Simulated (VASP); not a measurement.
# Rb (I4/mmm) in VASP: single point with LDA

Aim: the single point of Rb with LDA.

All numbers are computed with VASP 6.6.1; they aren't measurements. Logs are shortened: lines on timing, memory, paths and dates and some standing lists are left out, and cuts for length are marked.

## (1) Starting point

It takes space group I4/mmm (No. 139, tetragonal). Conventional cell: a = 5.909 Å, b = 5.909 Å, c = 5.462 Å, α = 90.00°, β = 90.00°, γ = 90.00°.

This isn't the form of Rb at room conditions, which is bcc.

## (2) Single point, LDA

Input file INCAR:

```
PREC = Accurate ; ENCUT = 520
EDIFF = 1E-6 ; ISMEAR = 0
SIGMA = 0.1 ; LREAL = False
LASPH = True ; NELM = 100
ALGO = Normal ; ISIF = 2
LWAVE = False ; LCHARG = False
GGA = CA ; NBANDS = 10
```

Input file KPOINTS:

```
Automatic mesh
0
Gamma
  4 4 4
```

Input file POSCAR:

```
Rb
1.0
   -2.9545118615      2.9545118615      2.7308451955
    2.9545118615     -2.9545118615      2.7308451955
    2.9545118615      2.9545118615     -2.7308451955
Rb
1
Direct
    0.0000000000      0.0000000000      0.0000000000
```

Potentials or basis: VASP PAW LDA potentials, release 64 (Rb_sv).

On the command line:

```sh
$ cat potpaw_LDA.64/Rb_sv/POTCAR > POTCAR
$ mpirun -np 1 vasp_std > vasp.out
```

OUTCAR:

```text
PREC = Accurate
   ENCUT = 520
   EDIFF = 1E-6
   ISMEAR = 0
   LREAL = False
   LASPH = True
   NELM = 100
   ISIF = 2
   GGA = CA

 ion  position               nearest neighbor table
   1  0.000  0.000  0.000-

  LATTYP: Found a body centered tetragonal cell.
 ALAT       =     5.9090237230
 C/A-ratio  =     0.9242965754

  Lattice vectors:

 A1 = (  -2.9545118615,   2.9545118615,   2.7308451955)
 A2 = (   2.9545118615,  -2.9545118615,   2.7308451955)
 A3 = (   2.9545118615,   2.9545118615,  -2.7308451955)

Analysis of symmetry for initial positions (statically):
=====================================================================
 Subroutine PRICEL returns:
 Original cell was already a primitive cell.

 Routine SETGRP: Setting up the symmetry group for a
 body centered tetragonal supercell.

 Subroutine GETGRP returns: Found 16 space group operations
 (whereof 16 operations were pure point group operations)
 out of a pool of 16 trial point group operations.

The static configuration has the point symmetry D_4h.

Analysis of symmetry for dynamics (positions and initial velocities):
=====================================================================
 Subroutine PRICEL returns:
 Original cell was already a primitive cell.

 Routine SETGRP: Setting up the symmetry group for a
 body centered tetragonal supercell.

 Subroutine GETGRP returns: Found 16 space group operations
 (whereof 16 operations were pure point group operations)
 out of a pool of 16 trial point group operations.

The dynamic configuration has the point symmetry D_4h.

 Subroutine INISYM returns: Found 16 space group operations
 (whereof 16 operations are pure point group operations),
 and found     1 'primitive' translations

----------------------------------------------------------------------------------------

                                     Primitive cell

  volume of cell :      95.3517

  direct lattice vectors                    reciprocal lattice vectors
    -2.954511861  2.954511861  2.730845196     0.000000000  0.169232693  0.183093498
     2.954511861 -2.954511861  2.730845196     0.169232693  0.000000000  0.183093498
     2.954511861  2.954511861 -2.730845196     0.169232693  0.169232693  0.000000000

  length of vectors
     4.991572514  4.991572514  4.991572514     0.249324956  0.249324956  0.239331170

  position of ions in fractional coordinates (direct lattice)
     0.000000000  0.000000000  0.000000000

  ion indices of the primitive-cell ions
   primitive index   ion index
                 1           1

----------------------------------------------------------------------------------------

 KPOINTS: Automatic mesh

Automatic generation of k-mesh.
 Grid dimensions read from file:
 generate k-points for:    4    4    4

 Generating k-lattice:

  Cartesian coordinates                     Fractional coordinates (reciprocal lattice)
     0.000000000  0.042308173  0.045773375     0.250000000 -0.000000000  0.000000000
     0.042308173  0.000000000  0.045773375    -0.000000000  0.250000000  0.000000000
     0.042308173  0.042308173  0.000000000     0.000000000  0.000000000  0.250000000

  Length of vectors
     0.062331239  0.062331239  0.059832793

  Shift w.r.t. Gamma in fractional coordinates (k-lattice)
     0.000000000  0.000000000  0.000000000

 Subroutine IBZKPT returns following result:
 ===========================================

 Found     13 irreducible k-points:

 Following reciprocal coordinates:
            Coordinates               Weight
  0.000000  0.000000  0.000000      1.000000
  0.250000 -0.000000  0.000000      8.000000
  0.500000 -0.000000  0.000000      4.000000
  0.250000  0.250000  0.000000      8.000000
  0.500000  0.250000  0.000000     16.000000
 -0.250000  0.250000  0.000000      4.000000
  0.500000  0.500000  0.000000      2.000000
  0.250000  0.250000  0.250000      2.000000
 -0.250000  0.250000  0.250000      4.000000
  0.500000  0.500000  0.250000      4.000000
 -0.250000  0.500000  0.250000      8.000000
 -0.250000 -0.250000  0.250000      2.000000
  0.500000  0.500000  0.500000      1.000000
   k-points           NKPTS =     13   k-points in BZ     NKDIM =     13   number of bands    NBANDS=     10
   number of dos      NEDOS =    301   number of ions     NIONS =      1
   total plane-waves  NPLWV =  64000
   dimension x,y,z NGX =    40 NGY =   40 NGZ =   40
   dimension x,y,z NGXF=    80 NGYF=   80 NGZF=   80
   ions per type =               1
   NGX,Y,Z   is equivalent  to a cutoff of  13.32, 13.32, 13.32 a.u.
   NGXF,Y,Z  is equivalent  to a cutoff of  26.64, 26.64, 26.64 a.u.
 SYSTEM =  unknown system
   PREC   = accura    normal or accurate (medium, high low for compatibility)
   ISTART =      0    job   : 0-new  1-cont  2-samecut
   ICHARG =      2    charge: 1-file 2-atom 10-const
   ISPIN  =      1    spin polarized calculation?
   LNONCOLLINEAR =      F non collinear calculations
   LSORBIT =      F    spin-orbit coupling
   LASPH  =      T    aspherical Exc in radial PAW
   ENCUT  =  520.0 eV  38.22 Ry    6.18 a.u.   9.28  9.28  9.28*2*pi/ulx,y,z
   NELM   =    100;   NELMIN=  2; NELMDL= -5     # of ELM steps
   EDIFF  = 0.1E-05   stopping-criterion for ELM
   LREAL  =      F    real-space projection
   EDIFFG = 0.1E-04   stopping-criterion for IOM
   NSW    =      0    number of steps for IOM
   IBRION =     -1    ionic relax: 0-MD 1-quasi-New 2-CG
   NFREE  =      0    steps in history (QN), initial steepest desc. (CG)
   ISIF   =      2    stress and relaxation
   ISYM   =      2    0-nonsym 1-usesym 2-fastsym
   POTIM  = 0.5000    time-step for ionic-motion
   TEBEG  =    0.0;   TEEND  =   0.0 temperature during run
   PSTRESS=    0.0 pullay stress
   NELECT =       9.0000    total number of electrons
   NUPDOWN=      -1.0000    fix difference up-down
   EMIN   =  10.00;   EMAX   =-10.00  energy-range for DOS
   EFERMI =   0.00;   METHOD = LEGACY
   ISMEAR =     0;   SIGMA  =   0.10  broadening in eV -4-tet -1-fermi 0-gaus
   EFERMI_NEDOS =   21; number of points for ismear=-14 and -15
   IALGO  =     38    algorithm
   IMIX   =      4    mixing-type and parameters
     AMIX     =   0.40;   BMIX     =  1.00
     AMIX_MAG =   1.60;   BMIX_MAG =  1.00
  volume/ion in A,a.u.               =      95.35       643.47
  Fermi-wavevector in a.u.,A,eV,Ry     =   0.745383  1.408570  7.559340  0.555596
  Thomas-Fermi vector in A             =   1.840957
   LORBIT       =      0    0 simple, 1 ext, 2 COOP (PROOUT), +10 PAW based schemes
   GGA     = CA    functional components
   LHFCALC =     F    Hartree Fock is set to
   AEXX    =    0.0000 exact exchange contribution
   IVDW    =     0    specifies the selected vdW correction
   LEPSILON=     F    determine dielectric tensor
   LRPA    =     F    only Hartree local field effects (RPA)
 non-spin polarized calculation
 Gauss-broadening in eV      SIGMA  =   0.10
  energy-cutoff  :      520.00
  volume of cell :       95.35
 maximum number of plane-waves:      2582
 NGX is ok and might be reduce to    40
   NGX = 19   NGY = 19   NGZ = 19

 number of electron       9.0000000 magnetization

 Free energy of the ion-electron system (eV)
  ---------------------------------------------------
  ext. energy  EPLUGINS =         0.00000000
  ---------------------------------------------------
  free energy    TOTEN  =        -0.98009656 eV

  energy without entropy =       -0.96498960  energy(sigma->0) =       -0.97254308

 E-fermi :  -0.3176     XC(G=0):  -5.5597

 val. band max:       -0.3651802505   @ k =   0.5000   0.2500   0.0000
 cond. band min:      -0.2328527629   @ k =   0.2500   0.2500   0.0000
 fundamental gap:      0.1323274876
 Fermi energy:        -0.3176473969

 k-point     1 :       0.0000    0.0000    0.0000
  band No.  band energies     occupation
      1     -29.1289      2.00000
      2     -13.2341      2.00000
      3     -13.2341      2.00000
      4     -13.2329      2.00000
      5      -2.2246      2.00000
      6       2.9867      0.00000
      7       3.3817      0.00000
      8       3.3817      0.00000
      9       3.8937      0.00000
     10       4.4345      0.00000

 k-point     2 :       0.2500   -0.0000    0.0000
  band No.  band energies     occupation
      1     -29.1271      2.00000
      2     -13.2758      2.00000
      3     -13.2488      2.00000
      4     -13.2350      2.00000
      5      -1.5184      2.00000
      6       2.1948      0.00000
      7       2.5160      0.00000
      8       3.7927      0.00000
      9       4.0325      0.00000
     10       4.1033      0.00000

 k-point     3 :       0.5000   -0.0000    0.0000
  band No.  band energies     occupation
      1     -29.1253      2.00000
      2     -13.3171      2.00000
      3     -13.2635      2.00000
      4     -13.2364      2.00000
      5      -0.0316      0.00005
      6       0.5648      0.00000
      7       2.0960      0.00000
      8       3.7798      0.00000
      9       4.6785      0.00000
     10       4.8777      0.00000

 k-point     4 :       0.2500    0.2500    0.0000
  band No.  band energies     occupation
      1     -29.1253      2.00000
      2     -13.3035      2.00000
      3     -13.2685      2.00000
      4     -13.2453      2.00000
      5      -0.2329      0.23046
      6       1.2761      0.00000
      7       1.6227      0.00000
      8       3.6036      0.00000
      9       3.8923      0.00000
     10       4.9154      0.00000
[... 79 lines left out ...]
 k-point    11 :      -0.2500    0.5000    0.2500
  band No.  band energies     occupation
      1     -29.1241      2.00000
      2     -13.3042      2.00000
      3     -13.2809      2.00000
      4     -13.2641      2.00000
      5       0.5657      0.00000
      6       0.8359      0.00000
      7       2.2138      0.00000
      8       2.3408      0.00000
      9       3.9013      0.00000
     10       5.1512      0.00000

 k-point    12 :      -0.2500   -0.2500    0.2500
  band No.  band energies     occupation
      1     -29.1254      2.00000
      2     -13.2815      2.00000
      3     -13.2643      2.00000
      4     -13.2643      2.00000
      5      -0.7622      2.00000
      6       2.0631      0.00000
      7       2.4969      0.00000
      8       2.4969      0.00000
      9       3.9505      0.00000
     10       4.2015      0.00000

 k-point    13 :       0.5000    0.5000    0.5000
  band No.  band energies     occupation
      1     -29.1228      2.00000
      2     -13.2982      2.00000
      3     -13.2982      2.00000
      4     -13.2843      2.00000
      5       0.9183      0.00000
      6       1.0791      0.00000
      7       2.5833      0.00000
      8       2.5833      0.00000
      9       3.3441      0.00000
     10       4.0594      0.00000

------------------------ aborting loop because EDIFF is reached ----------------------------------------

  FORCE on cell =-STRESS in cart. coord.  units (eV):
  Direction    XX          YY          ZZ          XY          YZ          ZX
  --------------------------------------------------------------------------------------
  -------------------------------------------------------------------------------------
  Total       -0.2081167     -0.2081167     -0.3472665      0.0000000      0.0000000      0.0000000
  in kB       -3.4969456     -3.4969456     -5.8350554      0.0000000      0.0000000      0.0000000
  external PRESSURE =      -4.2763155 kB  Pullay stress =       0.0000000 kB

 VOLUME and BASIS-vectors are now :
 -----------------------------------------------------------------------------
  energy-cutoff  :      520.00
  volume of cell :       95.35
      direct lattice vectors                 reciprocal lattice vectors
    -2.954511861  2.954511861  2.730845196     0.000000000  0.169232693  0.183093498
     2.954511861 -2.954511861  2.730845196     0.169232693  0.000000000  0.183093498
     2.954511861  2.954511861 -2.730845196     0.169232693  0.169232693  0.000000000

 POSITION                                       TOTAL-FORCE (eV/Angst)
 -----------------------------------------------------------------------------------
      0.00000      0.00000      0.00000         0.000000      0.000000      0.000000
 -----------------------------------------------------------------------------------
    total drift:                                0.000000     -0.000000     -0.000000

  FREE ENERGIE OF THE ION-ELECTRON SYSTEM (eV)
  ---------------------------------------------------
  free  energy   TOTEN  =        -0.9800965579 eV

  energy  without entropy=       -0.9649896021  energy(sigma->0) =       -0.97254308
```

Wall time 14 s (1 thread of Intel Xeon Platinum 8259CL at 2.50GHz (Skylake/Cascade Lake), shared host); peak memory 0.18 GiB.

Results:

```yaml
Free_energy: -0.9801 eV
Pressure: -0.4 GPa
Band_gap_on_the_k_mesh: none (metal or under the smearing width)
```

Stress tensor (GPa, compression positive):
```
-0.35  0.00  0.00
 0.00 -0.35  0.00
 0.00  0.00 -0.58
```

Levels at points of the mesh, in eV from the Fermi level:
```
           k point  band 1  band 2  band 3  band 4  band 5  band 6  band 7  band 8
(0.00, 0.00, 0.00)  -28.81  -12.92  -12.92  -12.92   -1.91    3.30    3.70    3.70
(0.50, 0.00, 0.00)  -28.81  -13.00  -12.95  -12.92    0.29    0.88    2.41    4.10
(0.50, 0.50, 0.00)  -28.81  -13.00  -12.94  -12.91    0.12    0.71    2.82    3.91
(0.50, 0.50, 0.50)  -28.81  -12.98  -12.98  -12.97    1.24    1.40    2.90    2.90
```

Caveat: the k mesh is coarse (spacing up to 0.39 Å⁻¹), so the values aren't converged.
